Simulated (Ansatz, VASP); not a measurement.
**One calculation of PtSe2, two programs**

INCAR

```
ALGO = Normal ; EDIFF = 1E-7
ENCUT = 520 ; GGA = PE
ISIF = 2 ; ISMEAR = 0
IVDW = 12 ; LASPH = True
LCHARG = False ; LREAL = False
LWAVE = False ; NBANDS = 18
NELM = 60 ; PREC = Accurate
SIGMA = 0.15
```

KPOINTS

```
k-points
0
Gamma
  12 12 8
```

POSCAR

```
PtSe2
1.0
    3.7715031150      0.0000000000      0.0000000000
   -1.8857515575      3.2662175080      0.0000000000
    0.0000000000      0.0000000000      4.8219239451
Pt Se
1 2
Direct
    0.0000000000      0.0000000000      0.0000000000
    0.3333333333      0.6666666667      0.2026831210
    0.6666666667      0.3333333333      0.7973168790
```

Input for Ansatz:

```yaml
crystal:
  lattice:
    - [3.771503115, 0.0, 0.0]
    - [-1.8857515575, 3.266217508, 0.0]
    - [0.0, 0.0, 4.8219239451]
  atoms:
    - { symbol: Pt, position: [0.0, 0.0, 0.0] }
    - { symbol: Se, position: [0.3333333333, 0.6666666667, 0.202683121] }
    - { symbol: Se, position: [0.6666666667, 0.3333333333, 0.797316879] }
basis:
  ecutwfc: 420
kpoints:
  mp_grid: { grid: [12, 12, 8] }
hamiltonian:
  xc: pbe
  pseudopotentials: { kind: paw, azcp: { folder: soft_1 } }
  dispersion: d3bj
scf:
  occupations: { method: gaussian, width: 0.15 }
output:
  forces: true
  stress: true
  eigenvalues: true
  write_density: true
  write_potential: true
  elf: true
  volumetric_format: npy
```

Alike in both runs: task single point; functional PBE; dispersion D3(BJ); k mesh 12 × 12 × 8; occupations gaussian, width 0.15 eV; no spin polarisation.

|  | VASP | Ansatz |
| --- | --- | --- |
| version | VASP 6.6.1 | Ansatz 0.2.0 |
| potentials or method | VASP PAW PBE potentials, release 64 (Pt, Se) | scalar-relativistic, plane waves, PAW |
| plane-wave cutoff (eV) | 520 | 420 |
| valence electrons in the cell | 22 | 50 |

VASP gave:

| Quantity | Value |
| --- | --- |
| gap on the k mesh at the Fermi level (eV) | 0.10 |
| least direct gap on the mesh (eV) | 0.26 |
| pressure (GPa) | 23.6 |
| largest component of the traceless stress (GPa) | 5.35 |
| rms of the force components (eV/Å) | 1.911 |

Question: What did Ansatz give for the same quantities?

Answer: gap on the k mesh at the Fermi level (eV): 0.10; least direct gap on the mesh (eV): 0.24; pressure (GPa): 23.5; largest component of the traceless stress (GPa): 5.30; rms of the force components (eV/Å): 1.903.

Atom by atom the forces differ by 0.009 eV/Å (rms over components). The two sets of potentials don't hold the same shells in valence.

Caveats: so large a pressure means that the cell lies far from this level's equilibrium, or that cutoff or potentials fall short (VASP); spin-orbit coupling is left out, which moves the levels of the heavy elements; forces of over 1 eV/Å show positions far from the minimum, so gaps and moduli don't describe the material at rest.
